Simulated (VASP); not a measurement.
# GeS (Pnma) in VASP: notebook

The runs below take GeS through band structure, with PBE, LDA.

Everything below comes from runs of VASP 6.6.1. Logs are shortened: lines on timing, memory, paths and dates and some standing lists are left out, and cuts for length are marked.

## (1) The structure

Symmetry: Pnma, No. 62, orthorhombic system. The conventional cell has a = 10.657 Å, b = 3.684 Å, c = 4.349 Å, α = 90.00°, β = 90.00°, γ = 90.00°. Around Ge (site symmetry m) lie 3 S at 2.46 Å. S (site symmetry m) has 3 Ge at 2.46 Å as nearest neighbours.

## (2) Band structure, PBE

INCAR reads:

```
SYSTEM = GeS
PREC     = Accurate       ! precision mode
ENCUT    = 520            ! plane-wave cutoff, eV
EDIFF    = 1E-6           ! SCF threshold, eV
ISMEAR   = 0              ! smearing method
SIGMA    = 0.03           ! smearing width, eV
LREAL    = .False.        ! projectors in reciprocal space
LASPH    = .True.         ! aspherical terms in the spheres
NELM     = 80             ! most SCF steps
ALGO     = Normal         ! electronic algorithm
ISIF     = 2              ! what is computed and relaxed
LWAVE    = .False.        ! write WAVECAR
LCHARG   = .False.        ! write CHGCAR
GGA      = PE             ! functional
KPAR     = 2
```

KPOINTS reads:

```
regular mesh
0
Gamma
  4 8 6
  0 0 0
```

POSCAR reads:

```
GeS                                     
1.0
   10.6574531290      0.0000000000      0.0000000000
    0.0000000000      3.6842406816      0.0000000000
    0.0000000000      0.0000000000      4.3493489617
  Ge              S             
     4     4
Direct
     0.1247307389281593    0.2500000000000000    0.1326890020419413
     0.3752692610718407    0.7500000000000000    0.6326890020419412
     0.6247307389281593    0.2500000000000000    0.3673109979580587
     0.8752692610718407    0.7500000000000000    0.8673109979580588
     0.8495031896761398    0.2500000000000000    0.4964264727104492
     0.6504968103238602    0.7500000000000000    0.9964264727104492
     0.3495031896761398    0.2500000000000000    0.0035735272895508
     0.1504968103238602    0.7500000000000000    0.5035735272895508
```

KPOINTS_OPT reads:

```
explicit points
198
Reciprocal
 0.0000000000  0.0000000000  0.0000000000 1
 0.0000000000  0.0555555556  0.0000000000 1
 0.0000000000  0.1111111111  0.0000000000 1
 0.0000000000  0.1666666667  0.0000000000 1
 0.0000000000  0.2222222222  0.0000000000 1
 0.0000000000  0.2777777778  0.0000000000 1
[... 190 lines left out ...]
 0.0000000000  0.5000000000  0.0239472500 1
 0.0000000000  0.5000000000 -0.0239472500 1
```

Potentials or basis: VASP PAW PBE potentials, release 64 (Ge_d, S).

The run is started by

```bash
cat potpaw_PBE.64/Ge_d/POTCAR potpaw_PBE.64/S/POTCAR > POTCAR
mpirun -np 2 vasp_std > vasp.out
```

OUTCAR:

```text
SYSTEM = GeS
   PREC = Accurate
   ENCUT = 520
   EDIFF = 1E-6
   ISMEAR = 0
   LREAL = .False.
   LASPH = .True.
   NELM = 80
   ISIF = 2
   GGA = PE

 ion  position               nearest neighbor table
   1  0.125  0.250  0.133-   7 2.46   8 2.46   8 2.46
   2  0.375  0.750  0.633-   8 2.46   7 2.46   7 2.46
   3  0.625  0.250  0.367-   5 2.46   6 2.46   6 2.46
   4  0.875  0.750  0.867-   6 2.46   5 2.46   5 2.46
   5  0.850  0.250  0.496-   3 2.46   4 2.46   4 2.46
   6  0.650  0.750  0.996-   4 2.46   3 2.46   3 2.46
   7  0.350  0.250  0.004-   1 2.46   2 2.46   2 2.46
   8  0.150  0.750  0.504-   2 2.46   1 2.46   1 2.46

  LATTYP: Found a simple orthorhombic cell.
 ALAT       =     3.6842406816
 B/A-ratio  =     1.1805279127
 C/A-ratio  =     2.8927136010

  Lattice vectors:

 A1 = (   0.0000000000,   3.6842406816,   0.0000000000)
 A2 = (   0.0000000000,   0.0000000000,   4.3493489617)
 A3 = (  10.6574531290,   0.0000000000,   0.0000000000)

Analysis of symmetry for initial positions (statically):
=====================================================================
 Subroutine PRICEL returns:
 Original cell was already a primitive cell.

 Routine SETGRP: Setting up the symmetry group for a
 simple orthorhombic supercell.

 Subroutine GETGRP returns: Found  8 space group operations
 (whereof  2 operations were pure point group operations)
 out of a pool of  8 trial point group operations.

The static configuration has the point symmetry S_2 .
 The point group associated with its full space group is D_2h.

Analysis of symmetry for dynamics (positions and initial velocities):
=====================================================================
 Subroutine PRICEL returns:
 Original cell was already a primitive cell.

 Routine SETGRP: Setting up the symmetry group for a
 simple orthorhombic supercell.

 Subroutine GETGRP returns: Found  8 space group operations
 (whereof  2 operations were pure point group operations)
 out of a pool of  8 trial point group operations.

The dynamic configuration has the point symmetry S_2 .
 The point group associated with its full space group is D_2h.

 Subroutine INISYM returns: Found  8 space group operations
 (whereof  2 operations are pure point group operations),
 and found     1 'primitive' translations

----------------------------------------------------------------------------------------

                                     Primitive cell

  volume of cell :     170.7755

  direct lattice vectors                    reciprocal lattice vectors
    10.657453129  0.000000000  0.000000000     0.093831048  0.000000000  0.000000000
     0.000000000  3.684240682  0.000000000     0.000000000  0.271426350  0.000000000
     0.000000000  0.000000000  4.349348962     0.000000000  0.000000000  0.229919468

  length of vectors
    10.657453129  3.684240682  4.349348962     0.093831048  0.271426350  0.229919468

  position of ions in fractional coordinates (direct lattice)
     0.124730739  0.250000000  0.132689002
     0.375269261  0.750000000  0.632689002
     0.624730739  0.250000000  0.367310998
     0.875269261  0.750000000  0.867310998
     0.849503190  0.250000000  0.496426473
     0.650496810  0.750000000  0.996426473
     0.349503190  0.250000000  0.003573527
     0.150496810  0.750000000  0.503573527

  ion indices of the primitive-cell ions
   primitive index   ion index
                 1           1
                 2           2
                 3           3
                 4           4
                 5           5
                 6           6
                 7           7
                 8           8

----------------------------------------------------------------------------------------

 KPOINTS: regular mesh

Automatic generation of k-mesh.
 Grid dimensions read from file:
 generate k-points for:    4    8    6

 Generating k-lattice:

  Cartesian coordinates                     Fractional coordinates (reciprocal lattice)
     0.023457762  0.000000000  0.000000000     0.250000000  0.000000000  0.000000000
     0.000000000  0.033928294  0.000000000     0.000000000  0.125000000  0.000000000
     0.000000000  0.000000000  0.038319911     0.000000000  0.000000000  0.166666667

  Length of vectors
     0.023457762  0.033928294  0.038319911

  Shift w.r.t. Gamma in fractional coordinates (k-lattice)
     0.000000000  0.000000000  0.000000000

 Subroutine IBZKPT returns following result:
 ===========================================

 Found     60 irreducible k-points:

 Following reciprocal coordinates:
            Coordinates               Weight
  0.000000  0.000000  0.000000      1.000000
  0.250000  0.000000  0.000000      2.000000
  0.500000  0.000000  0.000000      1.000000
  0.000000  0.125000  0.000000      2.000000
  0.250000  0.125000  0.000000      4.000000
  0.500000  0.125000  0.000000      2.000000
[... 16 lines left out ...]
  0.250000  0.250000  0.166667      8.000000
  0.500000  0.250000  0.166667      4.000000
 [... further k-points ...]
   k-points           NKPTS =     60   k-points in BZ     NKDIM =     60   number of bands    NBANDS=     48
   number of dos      NEDOS =    301   number of ions     NIONS =      8
   total plane-waves  NPLWV =  71680
   dimension x,y,z NGX =    80 NGY =   28 NGZ =   32
   dimension x,y,z NGXF=   160 NGYF=   56 NGZF=   64
   ions per type =               4   4
   NGX,Y,Z   is equivalent  to a cutoff of  12.48, 12.63, 12.23 a.u.
   NGXF,Y,Z  is equivalent  to a cutoff of  24.96, 25.27, 24.46 a.u.
 SYSTEM =  GeS
   PREC   = accura    normal or accurate (medium, high low for compatibility)
   ISTART =      0    job   : 0-new  1-cont  2-samecut
   ICHARG =      2    charge: 1-file 2-atom 10-const
   ISPIN  =      1    spin polarized calculation?
   LNONCOLLINEAR =      F non collinear calculations
   LSORBIT =      F    spin-orbit coupling
   LASPH  =      T    aspherical Exc in radial PAW
   ENCUT  =  520.0 eV  38.22 Ry    6.18 a.u.  19.82  6.85  8.09*2*pi/ulx,y,z
   NELM   =     80;   NELMIN=  2; NELMDL= -5     # of ELM steps
   EDIFF  = 0.1E-05   stopping-criterion for ELM
   LREAL  =      F    real-space projection
   EDIFFG = 0.1E-04   stopping-criterion for IOM
   NSW    =      0    number of steps for IOM
   IBRION =     -1    ionic relax: 0-MD 1-quasi-New 2-CG
   NFREE  =      0    steps in history (QN), initial steepest desc. (CG)
   ISIF   =      2    stress and relaxation
   ISYM   =      2    0-nonsym 1-usesym 2-fastsym
   POTIM  = 0.5000    time-step for ionic-motion
   TEBEG  =    0.0;   TEEND  =   0.0 temperature during run
   PSTRESS=    0.0 pullay stress
   NELECT =      80.0000    total number of electrons
   NUPDOWN=      -1.0000    fix difference up-down
   EMIN   =  10.00;   EMAX   =-10.00  energy-range for DOS
   EFERMI =   0.00;   METHOD = LEGACY
   ISMEAR =     0;   SIGMA  =   0.03  broadening in eV -4-tet -1-fermi 0-gaus
   EFERMI_NEDOS =   21; number of points for ismear=-14 and -15
   IALGO  =     38    algorithm
   IMIX   =      4    mixing-type and parameters
     AMIX     =   0.40;   BMIX     =  1.00
     AMIX_MAG =   1.60;   BMIX_MAG =  1.00
  volume/ion in A,a.u.               =      21.35       144.06
  Fermi-wavevector in a.u.,A,eV,Ry     =   1.271441  2.402675 21.994670  1.616563
  Thomas-Fermi vector in A             =   2.404374
   LORBIT       =      0    0 simple, 1 ext, 2 COOP (PROOUT), +10 PAW based schemes
   GGA     = PE    functional components
   LHFCALC =     F    Hartree Fock is set to
   AEXX    =    0.0000 exact exchange contribution
   IVDW    =     0    specifies the selected vdW correction
   LEPSILON=     F    determine dielectric tensor
   LRPA    =     F    only Hartree local field effects (RPA)
 non-spin polarized calculation
 Gauss-broadening in eV      SIGMA  =   0.03
  energy-cutoff  :      520.00
  volume of cell :      170.78
 maximum number of plane-waves:      4628
 NGX is ok and might be reduce to    80
   NGX = 39   NGY = 13   NGZ = 17

 number of electron      80.0000051 magnetization

 Free energy of the ion-electron system (eV)
  ---------------------------------------------------
  ext. energy  EPLUGINS =         0.00000000
  ---------------------------------------------------
  free energy    TOTEN  =       -36.63955302 eV

  energy without entropy =      -36.63955302  energy(sigma->0) =      -36.63955302

 E-fermi :   4.7399     XC(G=0):  -9.9211

 val. band max:        4.5249932881   @ k =   0.0000   0.0000   0.3333
 cond. band min:       5.7487006288   @ k =   0.0000   0.0000   0.0000
 fundamental gap:      1.2237073407
 Fermi energy:         4.7398962591

 k-point     1 :       0.0000    0.0000    0.0000
  band No.  band energies     occupation
      1     -19.8136      2.00000
      2     -19.8113      2.00000
      3     -19.8068      2.00000
      4     -19.8053      2.00000
      5     -19.8051      2.00000
      6     -19.8040      2.00000
[... 40 lines left out ...]
     47       8.5221      0.00000
     48       9.1567      0.00000

 k-point     2 :       0.2500    0.0000    0.0000
  band No.  band energies     occupation
      1     -19.8133      2.00000
      2     -19.8117      2.00000
      3     -19.8065      2.00000
      4     -19.8055      2.00000
      5     -19.8050      2.00000
      6     -19.8043      2.00000
[... 40 lines left out ...]
     47       8.5845      0.00000
     48       9.0074      0.00000

 k-point     3 :       0.5000    0.0000    0.0000
  band No.  band energies     occupation
      1     -19.8125      2.00000
      2     -19.8125      2.00000
      3     -19.8060      2.00000
      4     -19.8060      2.00000
      5     -19.8047      2.00000
      6     -19.8047      2.00000
[... 1060 lines left out ...]
     47       8.6207      0.00000
     48       8.8364      0.00000

 k-point    24 :       0.5000    0.2500    0.1667
  band No.  band energies     occupation
      1     -19.8095      2.00000
      2     -19.8095      2.00000
      3     -19.8079      2.00000
      4     -19.8079      2.00000
      5     -19.8031      2.00000
      6     -19.8031      2.00000
[... 40 lines left out ...]
     47       8.5566      0.00000
     48       8.5566      0.00000

 [... further k-points ...]

------------------------ aborting loop because EDIFF is reached ----------------------------------------

  FORCE on cell =-STRESS in cart. coord.  units (eV):
  Direction    XX          YY          ZZ          XY          YZ          ZX
  --------------------------------------------------------------------------------------
  -------------------------------------------------------------------------------------
  Total        0.4776065      0.3818084      0.6211103      0.0000000      0.0000000      0.0000000
  in kB        4.4807953      3.5820395      5.8271154      0.0000000      0.0000000      0.0000000
  external PRESSURE =       4.6299834 kB  Pullay stress =       0.0000000 kB

 VOLUME and BASIS-vectors are now :
 -----------------------------------------------------------------------------
  energy-cutoff  :      520.00
  volume of cell :      170.78
      direct lattice vectors                 reciprocal lattice vectors
    10.657453129  0.000000000  0.000000000     0.093831048  0.000000000  0.000000000
     0.000000000  3.684240682  0.000000000     0.000000000  0.271426350  0.000000000
     0.000000000  0.000000000  4.349348962     0.000000000  0.000000000  0.229919468

 POSITION                                       TOTAL-FORCE (eV/Angst)
 -----------------------------------------------------------------------------------
      1.32931      0.92106      0.57711        -0.009886     -0.000000     -0.008284
      3.99941      2.76318      2.75179         0.009886      0.000000     -0.008284
      6.65804      0.92106      1.59756        -0.009886      0.000000      0.008284
      9.32814      2.76318      3.77224         0.009886      0.000000      0.008284
      9.05354      0.92106      2.15913        -0.021350      0.000000      0.004297
      6.93264      2.76318      4.33381         0.021350      0.000000      0.004297
      3.72481      0.92106      0.01554        -0.021350      0.000000     -0.004297
      1.60391      2.76318      2.19022         0.021350     -0.000000     -0.004297
 -----------------------------------------------------------------------------------
    total drift:                               -0.000000      0.000000     -0.000000

  FREE ENERGIE OF THE ION-ELECTRON SYSTEM (eV)
  ---------------------------------------------------
  free  energy   TOTEN  =       -36.6395530170 eV

  energy  without entropy=      -36.6395530170  energy(sigma->0) =      -36.63955302
```

It took 4.9 min on 2 MPI ranks of Intel Xeon 6975P-C (Granite Rapids), shared host; peak memory 0.65 GiB.

What came out:

```yaml
Free_energy: -36.6396 eV
Pressure: 0.5 GPa
Largest_force: 0.022 eV/Å
Band_gap_on_the_k_mesh: 1.22 eV, indirect (least direct gap 1.25 eV)
Band_gap_along_the_path: 1.22 eV, indirect (least direct gap 1.25 eV)
```

Forces in eV/Å, atoms in the order of the input:
```
Ge  -0.010  0.000 -0.008
Ge   0.010  0.000 -0.008
Ge  -0.010  0.000  0.008
Ge   0.010  0.000  0.008
S   -0.021  0.000  0.004
S    0.021  0.000  0.004
S   -0.021  0.000 -0.004
S    0.021  0.000 -0.004
```

Levels at the corners of the path, in eV from the valence-band top:
```
point  band 37  band 38  band 39  band 40  band 41  band 42  band 43  band 44
    Γ    -1.57    -0.84    -0.73    -0.03     1.22     2.72     2.83     3.05
    X    -1.34    -1.34    -1.01    -1.01     1.58     1.58     1.64     1.64
    X    -1.34    -1.34    -1.01    -1.01     1.58     1.58     1.64     1.64
    S    -2.03    -2.03    -1.24    -1.24     3.18     3.18     3.40     3.40
    S    -2.03    -2.03    -1.24    -1.24     3.18     3.18     3.40     3.40
    Y    -0.85    -0.85    -0.21    -0.21     1.75     1.75     2.54     2.54
    Y    -0.85    -0.85    -0.21    -0.21     1.75     1.75     2.54     2.54
    Γ    -1.57    -0.84    -0.73    -0.03     1.22     2.72     2.83     3.05
    Γ    -1.57    -0.84    -0.73    -0.03     1.22     2.72     2.83     3.05
    Z    -1.79    -1.79    -0.33    -0.33     2.53     2.53     2.66     2.66
    Z    -1.79    -1.79    -0.33    -0.33     2.53     2.53     2.66     2.66
    U    -1.36    -1.36    -1.36    -1.36     1.85     1.85     1.85     1.85
    U    -1.36    -1.36    -1.36    -1.36     1.85     1.85     1.85     1.85
    R    -1.36    -1.36    -1.36    -1.36     2.97     2.97     2.97     2.97
    R    -1.36    -1.36    -1.36    -1.36     2.97     2.97     2.97     2.97
    T    -0.65    -0.65    -0.24    -0.24     1.74     1.74     2.43     2.43
    T    -0.65    -0.65    -0.24    -0.24     1.74     1.74     2.43     2.43
    Z    -1.79    -1.79    -0.33    -0.33     2.53     2.53     2.66     2.66
    Y    -0.85    -0.85    -0.21    -0.21     1.75     1.75     2.54     2.54
    T    -0.65    -0.65    -0.24    -0.24     1.74     1.74     2.43     2.43
    U    -1.36    -1.36    -1.36    -1.36     1.85     1.85     1.85     1.85
    X    -1.34    -1.34    -1.01    -1.01     1.58     1.58     1.64     1.64
    S    -2.03    -2.03    -1.24    -1.24     3.18     3.18     3.40     3.40
    R    -1.36    -1.36    -1.36    -1.36     2.97     2.97     2.97     2.97
```

## (3) Band structure, LDA

INCAR, as its differences from that of step 2:

```diff
@@ -13,3 +13,2 @@
 LCHARG   = .False.        ! write CHGCAR
-GGA      = PE             ! functional
 KPAR     = 2
```

KPOINTS is that of step 2.

POSCAR is that of step 2.

KPOINTS_OPT is that of step 2.

Potentials or basis: VASP PAW LDA potentials, release 64 (Ge_d, S).

The run is started by

```bash
cat potpaw_LDA.64/Ge_d/POTCAR potpaw_LDA.64/S/POTCAR > POTCAR
mpirun -np 2 vasp_std > vasp.out
```

Run time: 5.1 min. Hardware: 2 MPI ranks of Intel Xeon 6975P-C (Granite Rapids), shared host; peak memory 0.64 GiB.

Results (log left out):

```yaml
Free_energy: -41.6543 eV
Pressure: -4.3 GPa
Largest_force: 0.167 eV/Å
Band_gap_on_the_k_mesh: 1.13 eV, indirect (least direct gap 1.16 eV)
Band_gap_along_the_path: 1.13 eV, indirect (least direct gap 1.16 eV)
```

Forces on the atoms (eV/Å):
```
Ge   0.127  0.000  0.108
Ge  -0.127  0.000  0.108
Ge   0.127  0.000 -0.108
Ge  -0.127  0.000 -0.108
S   -0.105  0.000  0.105
S    0.105  0.000  0.105
S   -0.105  0.000 -0.105
S    0.105  0.000 -0.105
```

Stress tensor (GPa, compression positive):
```
-4.23  0.00  0.00
 0.00 -4.44  0.00
 0.00  0.00 -4.20
```

Levels at the corners of the path, in eV from the valence-band top:
| point | band 36 | band 37 | band 38 | band 39 | band 40 | band 41 | band 42 | band 43 | band 44 | band 45 |
| --- | --- | --- | --- | --- | --- | --- | --- | --- | --- | --- |
| Γ | -1.93 | -1.53 | -0.84 | -0.72 | -0.02 | 1.13 | 2.63 | 2.73 | 2.95 | 3.17 |
| X | -2.11 | -1.35 | -1.35 | -1.02 | -1.02 | 1.48 | 1.48 | 1.55 | 1.55 | 2.36 |
| X | -2.11 | -1.35 | -1.35 | -1.02 | -1.02 | 1.48 | 1.48 | 1.55 | 1.55 | 2.36 |
| S | -3.43 | -2.04 | -2.04 | -1.24 | -1.24 | 3.10 | 3.10 | 3.34 | 3.34 | 4.86 |
| S | -3.43 | -2.04 | -2.04 | -1.24 | -1.24 | 3.10 | 3.10 | 3.34 | 3.34 | 4.86 |
| Y | -1.56 | -0.87 | -0.87 | -0.23 | -0.23 | 1.65 | 1.65 | 2.46 | 2.46 | 2.87 |
| Y | -1.56 | -0.87 | -0.87 | -0.23 | -0.23 | 1.65 | 1.65 | 2.46 | 2.46 | 2.87 |
| Γ | -1.93 | -1.53 | -0.84 | -0.72 | -0.02 | 1.13 | 2.63 | 2.73 | 2.95 | 3.17 |
| Γ | -1.93 | -1.53 | -0.84 | -0.72 | -0.02 | 1.13 | 2.63 | 2.73 | 2.95 | 3.17 |
| Z | -1.93 | -1.75 | -1.75 | -0.32 | -0.32 | 2.43 | 2.43 | 2.58 | 2.58 | 3.74 |
| Z | -1.93 | -1.75 | -1.75 | -0.32 | -0.32 | 2.43 | 2.43 | 2.58 | 2.58 | 3.74 |
| U | -2.35 | -1.38 | -1.38 | -1.38 | -1.38 | 1.76 | 1.76 | 1.76 | 1.76 | 2.63 |
| U | -2.35 | -1.38 | -1.38 | -1.38 | -1.38 | 1.76 | 1.76 | 1.76 | 1.76 | 2.63 |
| R | -3.95 | -1.35 | -1.35 | -1.35 | -1.35 | 2.88 | 2.88 | 2.88 | 2.88 | 4.75 |
| R | -3.95 | -1.35 | -1.35 | -1.35 | -1.35 | 2.88 | 2.88 | 2.88 | 2.88 | 4.75 |
| T | -2.07 | -0.65 | -0.65 | -0.27 | -0.27 | 1.65 | 1.65 | 2.35 | 2.35 | 2.93 |
| T | -2.07 | -0.65 | -0.65 | -0.27 | -0.27 | 1.65 | 1.65 | 2.35 | 2.35 | 2.93 |
| Z | -1.93 | -1.75 | -1.75 | -0.32 | -0.32 | 2.43 | 2.43 | 2.58 | 2.58 | 3.74 |
| Y | -1.56 | -0.87 | -0.87 | -0.23 | -0.23 | 1.65 | 1.65 | 2.46 | 2.46 | 2.87 |
| T | -2.07 | -0.65 | -0.65 | -0.27 | -0.27 | 1.65 | 1.65 | 2.35 | 2.35 | 2.93 |
| U | -2.35 | -1.38 | -1.38 | -1.38 | -1.38 | 1.76 | 1.76 | 1.76 | 1.76 | 2.63 |
| X | -2.11 | -1.35 | -1.35 | -1.02 | -1.02 | 1.48 | 1.48 | 1.55 | 1.55 | 2.36 |
| S | -3.43 | -2.04 | -2.04 | -1.24 | -1.24 | 3.10 | 3.10 | 3.34 | 3.34 | 4.86 |
| R | -3.95 | -1.35 | -1.35 | -1.35 | -1.35 | 2.88 | 2.88 | 2.88 | 2.88 | 4.75 |
